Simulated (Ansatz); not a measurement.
# Si: random displacements

All numbers below come from Ansatz, DFT PBE, scalar-relativistic, plane waves, PAW. The runs took a 420 eV cutoff, a Γ-centred 6×6×6 mesh and Gaussian smearing (0.05 eV). No spin polarisation. Energies are free energies at this smearing, counted from the undisturbed cell; pressure is positive in compression.

Zero of the scan (as given, not relaxed at this level):

```yaml
crystal:
  lattice:
    - [5.43094, 0.00000, 0.00000]
    - [0.00000, -5.43094, 0.00000]
    - [0.00000, 0.00000, -5.43094]
  atoms:
    - { symbol: Si, position: [0.50000, 0.00000, 0.00000] }
    - { symbol: Si, position: [0.00000, 0.50000, 0.00000] }
    - { symbol: Si, position: [0.00000, 0.00000, 0.50000] }
    - { symbol: Si, position: [0.50000, 0.50000, 0.50000] }
    - { symbol: Si, position: [0.75000, 0.75000, 0.75000] }
    - { symbol: Si, position: [0.25000, 0.25000, 0.75000] }
    - { symbol: Si, position: [0.25000, 0.75000, 0.25000] }
    - { symbol: Si, position: [0.75000, 0.25000, 0.25000] }
```

The atoms are displaced (Å, in the unstrained cell):

| atom | ux | uy | uz |
| --- | --- | --- | --- |
| Si1 | -0.013 | -0.060 | 0.175 |
| Si2 | -0.208 | 0.100 | 0.483 |
| Si3 | -0.454 | -0.394 | -0.107 |
| Si4 | 0.006 | 0.254 | 0.344 |
| Si5 | -0.072 | -0.299 | -0.215 |
| Si6 | 0.094 | 0.221 | -0.021 |
| Si7 | 0.193 | 0.172 | -0.167 |
| Si8 | 0.454 | 0.005 | -0.491 |

Strain (Voigt, engineering shear): (0.0111, -0.0264, 0.0709, 0.0423, 0.0539, -0.0392).

**Question.** What are the energy change, the stress and the forces?

**Answer.** ΔE = 2837.6 meV/atom; stress (xx, yy, zz, yz, xz, xy; compression positive) (18.09, 41.05, 40.20, -39.02, -22.00, 30.07) GPa.
| atom | Fx (eV/Å) | Fy | Fz |
| --- | --- | --- | --- |
| Si1 | 0.64 | 1.59 | -7.65 |
| Si2 | 1.78 | 1.95 | -2.63 |
| Si3 | 17.11 | 36.24 | -39.39 |
| Si4 | 1.92 | 3.64 | -4.34 |
| Si5 | 1.46 | 1.51 | 3.57 |
| Si6 | -3.51 | -4.21 | 4.67 |
| Si7 | -4.20 | -5.20 | 3.94 |
| Si8 | -15.20 | -35.54 | 41.83 |

Cost: 1 run of about 1.2 core-minutes, on Arm Neoverse V1 (shared hosts).